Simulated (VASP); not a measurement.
# GaSb in VASP: one cell, several levels of theory, part 2 of 3

The system is rocksalt GaSb, a generated structure that needn't be the ground state.

VASP 6.6.1, plane waves, PAW. Earlier steps stand in the parts before.

### 3 r2SCAN at this geometry

Contents of INCAR:

```
ENCUT = 520.000000
SIGMA = 0.020000
EDIFF = 1.00e-07
ALGO = Normal
METAGGA = R2SCAN
PREC = Accurate
IBRION = -1
ISIF = 2
ISMEAR = -1
NBANDS = 16
NELM = 120
NSW = 0
LASPH = .TRUE.
LCHARG = .FALSE.
LWAVE = .FALSE.
LREAL = .FALSE.
```

Contents of KPOINTS:

```
KPOINTS created by Atomic Simulation Environment
0
Gamma
8 8 8
0 0 0
```

Contents of KPOINTS_OPT:

```
special points
7
Reciprocal
0.0000000000 0.0000000000 0.0000000000 1
0.5000000000 0.0000000000 0.5000000000 1
0.5000000000 0.2500000000 0.7500000000 1
0.3750000000 0.3750000000 0.7500000000 1
0.5000000000 0.5000000000 0.5000000000 1
0.6250000000 0.2500000000 0.6250000000 1
0.1875000000 0.1875000000 0.3750000000 1
```

Contents of POSCAR:

```
Ga Sb
 1.0000000000000000
     0.0000000000000000    2.8731179418333888    2.8731179418333888
     2.8731179418333888   -0.0000000000000000    2.8731179418333888
     2.8731179418333888    2.8731179418333888   -0.0000000000000000
 Ga  Sb
   1   1
Cartesian
 -0.0000000000000000 -0.0000000000000000 -0.0000000000000000
  2.8731179418333888  2.8731179418333888  2.8731179418333888
```

Command:

```sh
mpirun -np 1 vasp_std
```

Standard output, without the iteration lines:

```text
POSCAR found type information on POSCAR GaSb
 POSCAR found :  2 types and       2 ions
 -----------------------------------------------------------------------------
|                                                                             |
|                                                                             |
|     You enforced a specific xc type in the INCAR file but a different       |
|     I HOPE YOU KNOW WHAT YOU ARE DOING!                                     |
|                                                                             |
 -----------------------------------------------------------------------------

 LDA part: xc-table for (None), standard interpolation
 POSCAR, INCAR and KPOINTS ok, starting setup
 FFT: planning ... GRIDC
 FFT: planning ... GRID_SOFT
 FFT: planning ... GRID
 WAVECAR not read
 entering main loop
 Start KPOINTS_OPT (optional k-point list driver)
k-point batch [1-7\7]
```

OSZICAR:

```text
N       E                     dE             d eps       ncg     rms          rms(c)
DAV:   1     0.501261658454E+02    0.50126E+02   -0.89114E+03   944   0.155E+03
DAV:   2    -0.328991793858E+02   -0.83025E+02   -0.79959E+02  1120   0.315E+02
DAV:   3    -0.387337024696E+02   -0.58345E+01   -0.58027E+01  1144   0.643E+01
DAV:   4    -0.388256240890E+02   -0.91922E-01   -0.91916E-01  1072   0.884E+00
DAV:   5    -0.388275507424E+02   -0.19267E-02   -0.19266E-02  1152   0.118E+00    0.218E+00
DAV:   6    -0.370317575713E+02    0.17958E+01   -0.37575E-01  1144   0.830E+00    0.148E+00
DAV:   7    -0.370415585089E+02   -0.98009E-02   -0.20663E-02  1200   0.188E+00    0.606E-01
DAV:   8    -0.370447632573E+02   -0.32047E-02   -0.37180E-03  1072   0.563E-01    0.992E-02
DAV:   9    -0.370443561186E+02    0.40714E-03   -0.18555E-03  1264   0.726E-01    0.209E-02
DAV:  10    -0.370443225239E+02    0.33595E-04   -0.10324E-04  1056   0.767E-02    0.234E-02
DAV:  11    -0.370443264146E+02   -0.38906E-05   -0.31571E-05  1200   0.682E-02    0.893E-03
DAV:  12    -0.370443245241E+02    0.18904E-05   -0.22486E-06  1240   0.189E-02    0.473E-03
DAV:  13    -0.370443242182E+02    0.30586E-06   -0.35228E-06  1200   0.307E-02    0.750E-04
DAV:  14    -0.370443241874E+02    0.30881E-07   -0.14608E-07   888   0.414E-03
   1 F= -.37044324E+02 E0= -.37043861E+02  d E =-.927205E-03
       N       E                     dE             ncg
DAV:   1     0.102374729597E+04   -0.35853E+04      224
DAV:   2     0.426558302536E+03   -0.59719E+03      264
DAV:   3     0.381346724402E+03   -0.45212E+02      280
DAV:   4     0.380634206951E+03   -0.71252E+00      272
DAV:   5     0.380619366290E+03   -0.14841E-01      256
DAV:   6     0.380618529927E+03   -0.83636E-03      352
DAV:   7     0.380618527633E+03   -0.22936E-05      256
DAV:   8     0.380618527603E+03   -0.30028E-07      232
```

From OUTCAR:

```text
k-points           NKPTS =     29   k-points in BZ     NKDIM =     29   number of bands    NBANDS=     16

   NELECT =      18.0000    total number of electrons

   dimension x,y,z NGX =    30 NGY =   30 NGZ =   30
   dimension x,y,z NGXF=    60 NGYF=   60 NGZF=   60

  energy-cutoff  :      520.00
  volume of cell :       47.43
      direct lattice vectors                 reciprocal lattice vectors
     0.000000000  2.873117942  2.873117942    -0.174026967  0.174026967  0.174026967
     2.873117942  0.000000000  2.873117942     0.174026967 -0.174026967  0.174026967
     2.873117942  2.873117942  0.000000000     0.174026967  0.174026967 -0.174026967

 k-points in reciprocal lattice and weights: KPOINTS created by Atomic Simulation Env
   0.00000000  0.00000000  0.00000000       0.002
   0.12500000  0.00000000  0.00000000       0.016
   0.25000000  0.00000000  0.00000000       0.016
   0.37500000  0.00000000  0.00000000       0.016
   0.50000000  0.00000000  0.00000000       0.008
   0.12500000  0.12500000  0.00000000       0.012
   0.25000000  0.12500000  0.00000000       0.047
   0.37500000  0.12500000  0.00000000       0.047
[... 21 more k-points ...]

 E-fermi :   6.3531

 k-point     1 :       0.0000    0.0000    0.0000
  band No.  band energies     occupation
      1      -8.8582      2.00000
      2      -8.8582      2.00000
      3      -8.8312      2.00000
      4      -8.8312      2.00000
      5      -8.8311      2.00000
      6      -6.0077      2.00000
      7       6.5652      0.00005
      8       6.5653      0.00005
      9       6.5653      0.00005
     10       6.8058      0.00000
     11      13.1158      0.00000
     12      13.1159      0.00000
     13      13.1159      0.00000
     14      13.1987      0.00000
     15      13.1987      0.00000
     16      13.1987      0.00000

 k-point     2 :       0.1250    0.0000    0.0000
  band No.  band energies     occupation
      1      -8.8612      2.00000
      2      -8.8612      2.00000
      3      -8.8314      2.00000
      4      -8.8292      2.00000
      5      -8.8292      2.00000
      6      -5.7967      2.00000
      7       4.3414      2.00000
      8       6.5637      0.00005
      9       6.5638      0.00005
     10       8.4542      0.00000
     11      12.0110      0.00000
     12      12.0111      0.00000
     13      12.4183      0.00000
     14      13.2297      0.00000
     15      13.6347      0.00000
     16      13.6347      0.00000

 k-point     3 :       0.2500    0.0000    0.0000
  band No.  band energies     occupation
      1      -8.8691      2.00000
      2      -8.8691      2.00000
      3      -8.8325      2.00000
      4      -8.8237      2.00000
      5      -8.8237      2.00000
      6      -5.1746      2.00000
      7       1.9555      2.00000
      8       6.6170      0.00000
      9       6.6171      0.00000
     10       9.1612      0.00000
     11      10.4648      0.00000
     12      10.4649      0.00000
     13      11.3330      0.00000
     14      14.2627      0.00000
     15      14.8359      0.00000
     16      14.8359      0.00000

 k-point     4 :       0.3750    0.0000    0.0000
  band No.  band energies     occupation
      1      -8.8775      2.00000
      2      -8.8775      2.00000
      3      -8.8340      2.00000
      4      -8.8177      2.00000
      5      -8.8177      2.00000
      6      -4.2095      2.00000
      7      -0.1447      2.00000
      8       6.7933      0.00000
      9       6.7933      0.00000
     10       9.2701      0.00000
     11       9.2702      0.00000
     12       9.3708      0.00000
     13      10.3766      0.00000
     14      16.3651      0.00000
     15      16.6587      0.00000
     16      16.6587      0.00000

 k-point     5 :       0.5000    0.0000    0.0000
  band No.  band energies     occupation
      1      -8.8810      2.00000
      2      -8.8810      2.00000
      3      -8.8347      2.00000
      4      -8.8152      2.00000
      5      -8.8151      2.00000
      6      -3.4500      2.00000
      7      -1.2933      2.00000
      8       6.9423      0.00000
      9       6.9424      0.00000
     10       8.7660      0.00000
     11       8.7661      0.00000
     12       9.6461      0.00000
     13       9.7922      0.00000
     14      18.7273      0.00000
     15      18.7486      0.00000
     16      18.7487      0.00000

 k-point     6 :       0.1250    0.1250    0.0000
  band No.  band energies     occupation
      1      -8.8683      2.00000
      2      -8.8566      2.00000
      3      -8.8329      2.00000
      4      -8.8279      2.00000
      5      -8.8279      2.00000
      6      -5.7252      2.00000
      7       4.5352      2.00000
      8       5.9905      2.00000
      9       5.9906      2.00000
     10       9.2206      0.00000
     11      10.4282      0.00000
     12      12.1346      0.00000
     13      13.3322      0.00000
     14      13.3323      0.00000
     15      14.3680      0.00000
     16      14.3680      0.00000

 k-point     7 :       0.2500    0.1250    0.0000
  band No.  band energies     occupation
      1      -8.8797      2.00000
      2      -8.8590      2.00000
      3      -8.8337      2.00000
      4      -8.8243      2.00000
      5      -8.8228      2.00000
      6      -5.2371      2.00000
      7       2.7459      2.00000
      8       5.6411      2.00000
      9       6.0832      2.00000
     10       8.2675      0.00000
     11      10.8419      0.00000
     12      12.0962      0.00000
     13      12.5196      0.00000
     14      12.9646      0.00000
     15      15.5362      0.00000
     16      15.6255      0.00000

 k-point     8 :       0.3750    0.1250    0.0000
  band No.  band energies     occupation
      1      -8.8889      2.00000
      2      -8.8674      2.00000
      3      -8.8332      2.00000
      4      -8.8206      2.00000
      5      -8.8166      2.00000
      6      -4.3752      2.00000
      7       0.6413      2.00000
      8       5.6276      2.00000
      9       6.0558      2.00000
     10       7.3319      0.00000
     11      11.1867      0.00000
     12      11.1888      0.00000
     13      12.0274      0.00000
     14      13.4811      0.00000
     15      17.3631      0.00000
     16      17.4107      0.00000

[... the tables of k-points 9 to 29 left out ...]

  Total        0.0049861      0.0049861      0.0049861     -0.0000000      0.0000000     -0.0000000
  in kB        0.1684141      0.1684141      0.1684141     -0.0000000      0.0000000     -0.0000000
  external PRESSURE =       0.1684141 kB  Pullay stress =       0.0000000 kB

 POSITION                                       TOTAL-FORCE (eV/Angst)
 -----------------------------------------------------------------------------------
      0.00000      0.00000      0.00000         0.000000     -0.000000      0.000000
      2.87312      2.87312      2.87312        -0.000000      0.000000     -0.000000
 -----------------------------------------------------------------------------------
    total drift:                               -0.000000      0.000000      0.000000

  FREE ENERGIE OF THE ION-ELECTRON SYSTEM (eV)
  ---------------------------------------------------
  free  energy   TOTEN  =       -37.0443241874 eV

  energy  without entropy=      -37.0433969821  energy(sigma->0) =      -37.04386058
```

Hardware: 1 MPI rank of Intel Xeon Platinum 8488C, shared host.

The levels at the points of KPOINTS_OPT are read from vasprun.xml.

Band energies at the special points (eV, zero at the top of v, the last band that the electrons fill by count):

```tsv
point	v−1	v	c	c+1
Γ	-0.79	-0.79	-0.55	5.76
X	-4.86	-3.45	-3.45	2.52
W	-5.17	-5.17	1.44	2.68
K	-5.69	-2.76	-1.52	4.92
L	-0.41	-0.41	1.41	1.41
U	-5.69	-2.76	-1.52	4.92
```

r2SCAN: no gap; the band counted as the lowest empty one dips 3.45 eV below the top of the last filled one. The pressure is 0.02 GPa; the forces vanish within 0.01 eV/Å.

### 4 LDA at this geometry

Contents of INCAR:

```
ENCUT = 520.000000
SIGMA = 0.020000
EDIFF = 1.00e-07
GGA = CA
PREC = Accurate
IBRION = -1
ISIF = 2
ISMEAR = -1
NBANDS = 16
NELM = 120
NSW = 0
LASPH = .TRUE.
LCHARG = .TRUE.
LELF = .TRUE.
LWAVE = .FALSE.
LREAL = .FALSE.
```

KPOINTS is that of step 3.

KPOINTS_OPT is that of step 3.

POSCAR is that of step 3.

The run uses the recommended LDA PAW datasets (18 valence electrons a neutral cell).

Command:

```sh
mpirun -np 1 vasp_std
```

Standard output, without the iteration lines:

```text
POSCAR found type information on POSCAR GaSb
 POSCAR found :  2 types and       2 ions
 LDA part: xc-table for (Slater(with rela. corr.)+CA(PZ))
 , standard interpolation
 POSCAR, INCAR and KPOINTS ok, starting setup
 FFT: planning ... GRIDC
 FFT: planning ... GRID_SOFT
 FFT: planning ... GRID
 WAVECAR not read
 entering main loop
 Start KPOINTS_OPT (optional k-point list driver)
k-point batch [1-7\7]
```

OSZICAR:

```text
N       E                     dE             d eps       ncg     rms          rms(c)
DAV:   1     0.789039367072E+02    0.78904E+02   -0.85946E+03   952   0.148E+03
DAV:   2    -0.262107197242E+01   -0.81525E+02   -0.78640E+02  1120   0.302E+02
DAV:   3    -0.831316451511E+01   -0.56921E+01   -0.56584E+01  1160   0.623E+01
DAV:   4    -0.840507042756E+01   -0.91906E-01   -0.91899E-01  1080   0.867E+00
DAV:   5    -0.840720086457E+01   -0.21304E-02   -0.21304E-02  1192   0.120E+00    0.255E+00
DAV:   6    -0.838172252715E+01    0.25478E-01   -0.46315E-02  1184   0.368E+00    0.142E+00
DAV:   7    -0.837587241405E+01    0.58501E-02   -0.82911E-03  1496   0.113E+00    0.280E-01
DAV:   8    -0.837536889563E+01    0.50352E-03   -0.12501E-03  1224   0.519E-01    0.383E-02
DAV:   9    -0.837537273651E+01   -0.38409E-05   -0.57907E-05  1184   0.884E-02    0.109E-02
DAV:  10    -0.837537219780E+01    0.53872E-06   -0.64876E-06  1256   0.368E-02    0.157E-03
DAV:  11    -0.837537222756E+01   -0.29764E-07   -0.44415E-07  1032   0.482E-03
   1 F= -.83753722E+01 E0= -.83748435E+01  d E =-.105749E-02
       N       E                     dE             ncg
DAV:   1     0.104477662436E+04   -0.35643E+04      224
DAV:   2     0.458136533429E+03   -0.58664E+03      264
DAV:   3     0.413698284863E+03   -0.44438E+02      304
DAV:   4     0.413011701564E+03   -0.68658E+00      256
DAV:   5     0.412996284782E+03   -0.15417E-01      288
DAV:   6     0.412995519753E+03   -0.76503E-03      328
DAV:   7     0.412995517170E+03   -0.25838E-05      288
DAV:   8     0.412995517130E+03   -0.39193E-07      248
```

Parts of OUTCAR:

```text
k-points           NKPTS =     29   k-points in BZ     NKDIM =     29   number of bands    NBANDS=     16

   NELECT =      18.0000    total number of electrons

   dimension x,y,z NGX =    30 NGY =   30 NGZ =   30
   dimension x,y,z NGXF=    60 NGYF=   60 NGZF=   60

  energy-cutoff  :      520.00
  volume of cell :       47.43
      direct lattice vectors                 reciprocal lattice vectors
     0.000000000  2.873117942  2.873117942    -0.174026967  0.174026967  0.174026967
     2.873117942  0.000000000  2.873117942     0.174026967 -0.174026967  0.174026967
     2.873117942  2.873117942  0.000000000     0.174026967  0.174026967 -0.174026967

 k-points in reciprocal lattice and weights: KPOINTS created by Atomic Simulation Env
   0.00000000  0.00000000  0.00000000       0.002
   0.12500000  0.00000000  0.00000000       0.016
   0.25000000  0.00000000  0.00000000       0.016
   0.37500000  0.00000000  0.00000000       0.016
   0.50000000  0.00000000  0.00000000       0.008
   0.12500000  0.12500000  0.00000000       0.012
   0.25000000  0.12500000  0.00000000       0.047
   0.37500000  0.12500000  0.00000000       0.047
[... 21 more k-points ...]

 E-fermi :   6.2510

 k-point     1 :       0.0000    0.0000    0.0000
  band No.  band energies     occupation
      1      -8.4937      2.00000
      2      -8.4937      2.00000
      3      -8.4713      2.00000
      4      -8.4713      2.00000
      5      -8.4713      2.00000
      6      -5.5453      2.00000
      7       6.2373      1.33050
      8       6.5603      0.00000
      9       6.5603      0.00000
     10       6.5603      0.00000
     11      12.6183      0.00000
     12      12.6183      0.00000
     13      12.6183      0.00000
     14      12.7700      0.00000
     15      12.7700      0.00000
     16      12.7700      0.00000

 k-point     2 :       0.1250    0.0000    0.0000
  band No.  band energies     occupation
      1      -8.4964      2.00000
      2      -8.4964      2.00000
      3      -8.4716      2.00000
      4      -8.4694      2.00000
      5      -8.4694      2.00000
      6      -5.3460      2.00000
      7       4.2263      2.00000
      8       6.5568      0.00000
      9       6.5568      0.00000
     10       8.0264      0.00000
     11      11.6239      0.00000
     12      11.6239      0.00000
     13      11.9042      0.00000
     14      12.6859      0.00000
     15      13.1804      0.00000
     16      13.1804      0.00000

 k-point     3 :       0.2500    0.0000    0.0000
  band No.  band energies     occupation
      1      -8.5036      2.00000
      2      -8.5036      2.00000
      3      -8.4725      2.00000
      4      -8.4642      2.00000
      5      -8.4642      2.00000
      6      -4.7593      2.00000
      7       2.0002      2.00000
      8       6.6023      0.00000
      9       6.6023      0.00000
     10       8.6775      0.00000
     11      10.1934      0.00000
     12      10.1934      0.00000
     13      10.8066      0.00000
     14      13.5882      0.00000
     15      14.3075      0.00000
     16      14.3075      0.00000

 k-point     4 :       0.3750    0.0000    0.0000
  band No.  band energies     occupation
      1      -8.5112      2.00000
      2      -8.5112      2.00000
      3      -8.4740      2.00000
      4      -8.4586      2.00000
      5      -8.4586      2.00000
      6      -3.8536      2.00000
      7       0.0333      2.00000
      8       6.7637      0.00000
      9       6.7637      0.00000
     10       8.8749      0.00000
     11       9.0784      0.00000
     12       9.0784      0.00000
     13       9.8611      0.00000
     14      15.5443      0.00000
     15      16.0082      0.00000
     16      16.0082      0.00000

 k-point     5 :       0.5000    0.0000    0.0000
  band No.  band energies     occupation
      1      -8.5145      2.00000
      2      -8.5145      2.00000
      3      -8.4747      2.00000
      4      -8.4562      2.00000
      5      -8.4562      2.00000
      6      -3.1527      2.00000
      7      -1.0323      2.00000
      8       6.9020      0.00000
      9       6.9020      0.00000
     10       8.6068      0.00000
     11       8.6068      0.00000
     12       9.1347      0.00000
     13       9.2959      0.00000
     14      17.7554      0.00000
     15      17.8843      0.00000
     16      17.8843      0.00000

 k-point     6 :       0.1250    0.1250    0.0000
  band No.  band energies     occupation
      1      -8.5028      2.00000
      2      -8.4922      2.00000
      3      -8.4730      2.00000
      4      -8.4682      2.00000
      5      -8.4682      2.00000
      6      -5.2786      2.00000
      7       4.3525      2.00000
      8       6.0114      1.99999
      9       6.0114      1.99999
     10       8.8382      0.00000
     11      10.0758      0.00000
     12      11.6721      0.00000
     13      12.8228      0.00000
     14      12.8228      0.00000
     15      13.8687      0.00000
     16      13.8687      0.00000

 k-point     7 :       0.2500    0.1250    0.0000
  band No.  band energies     occupation
      1      -8.5130      2.00000
      2      -8.4944      2.00000
      3      -8.4738      2.00000
      4      -8.4648      2.00000
      5      -8.4634      2.00000
      6      -4.8185      2.00000
      7       2.7219      2.00000
      8       5.6766      2.00000
      9       6.0413      1.99994
     10       8.0415      0.00000
     11      10.3649      0.00000
     12      11.6153      0.00000
     13      12.1018      0.00000
     14      12.4355      0.00000
     15      14.9189      0.00000
     16      15.0488      0.00000

 k-point     8 :       0.3750    0.1250    0.0000
  band No.  band energies     occupation
      1      -8.5213      2.00000
      2      -8.5020      2.00000
      3      -8.4733      2.00000
      4      -8.4614      2.00000
      5      -8.4576      2.00000
      6      -4.0087      2.00000
      7       0.7659      2.00000
      8       5.6596      2.00000
      9       5.9960      1.99999
     10       7.1393      0.00000
     11      10.6993      0.00000
     12      10.8769      0.00000
     13      11.5158      0.00000
     14      12.9293      0.00000
     15      16.5777      0.00000
     16      16.7065      0.00000

[... the tables of k-points 9 to 29 left out ...]

  Total       -0.8624846     -0.8624846     -0.8624846     -0.0000000      0.0000000      0.0000000
  in kB      -29.1320837    -29.1320837    -29.1320837     -0.0000000      0.0000000      0.0000000
  external PRESSURE =     -29.1320837 kB  Pullay stress =       0.0000000 kB

 POSITION                                       TOTAL-FORCE (eV/Angst)
 -----------------------------------------------------------------------------------
      0.00000      0.00000      0.00000        -0.000000     -0.000000      0.000000
      2.87312      2.87312      2.87312         0.000000      0.000000     -0.000000
 -----------------------------------------------------------------------------------
    total drift:                               -0.000000      0.000000      0.000000

  FREE ENERGIE OF THE ION-ELECTRON SYSTEM (eV)
  ---------------------------------------------------
  free  energy   TOTEN  =        -8.3753722276 eV

  energy  without entropy=       -8.3743147385  energy(sigma->0) =       -8.37484348
```

Hardware: 1 MPI rank of Intel Xeon Platinum 8488C, shared host.

The levels at the points of KPOINTS_OPT are read from vasprun.xml.

Levels at the named points, in eV from the top of band v (v: the last filled band by count, c: the next):

```tsv
point	v−1	v	c	c+1
Γ	-0.73	-0.73	-0.73	5.33
X	-4.88	-3.27	-3.27	2.19
W	-4.96	-4.96	1.27	2.43
K	-5.45	-2.62	-1.60	4.50
L	-0.39	-0.39	1.32	1.32
U	-5.45	-2.62	-1.60	4.50
```

With LDA the last filled band overlaps the next by 3.27 eV, so there is no gap. The pressure is -2.91 GPa; the forces vanish within 0.01 eV/Å.

(Part 2 of 3 ends here.)
